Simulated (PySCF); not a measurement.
Mapped SMILES: `[cH:1]1[cH:2][cH:3][nH+:4][cH:5][cH:6]1`. Each H is labelled by its parent atom.

Geometry: PBE0-D3(BJ)/def2-SVP; GIAO absolute shieldings from PySCF, gas phase, non-relativistic, averaged over equivalent atoms.

At PBE0/pcSseg-1 (132 basis functions, 11 s wall time on 1 thread of an Arm Neoverse V1, shared host):
```csv
atoms,σ (ppm)
C1,24.8
C3/C5,37.8
C2/C6,47.7
N4,52.1
H(N4),20.84
H(C1),22.07
H(C3)/H(C5),22.60
H(C2)/H(C6),22.73
```

Estimate the result of repeating the calculation with B97-2/pcSseg-2.

Results:


```json
{"atoms": "C1", "σ at B97-2/pcSseg-2": "23.1", "change": "-1.7"}
{"atoms": "C3/C5", "σ at B97-2/pcSseg-2": "36.2", "change": "-1.6"}
{"atoms": "C2/C6", "σ at B97-2/pcSseg-2": "46.2", "change": "-1.5"}
{"atoms": "N4", "σ at B97-2/pcSseg-2": "52.4", "change": "+0.3"}
{"atoms": "H(N4)", "σ at B97-2/pcSseg-2": "20.72", "change": "-0.12"}
{"atoms": "H(C1)", "σ at B97-2/pcSseg-2": "22.20", "change": "+0.13"}
{"atoms": "H(C3)/H(C5)", "σ at B97-2/pcSseg-2": "22.70", "change": "+0.10"}
{"atoms": "H(C2)/H(C6)", "σ at B97-2/pcSseg-2": "22.84", "change": "+0.11"}
```

The largest change is at C1 (aromatic CH). Cost: 300 basis functions, 39 s wall time on 1 thread of an Arm Neoverse V1, shared host. The order of the carbon signals is the same at both levels.
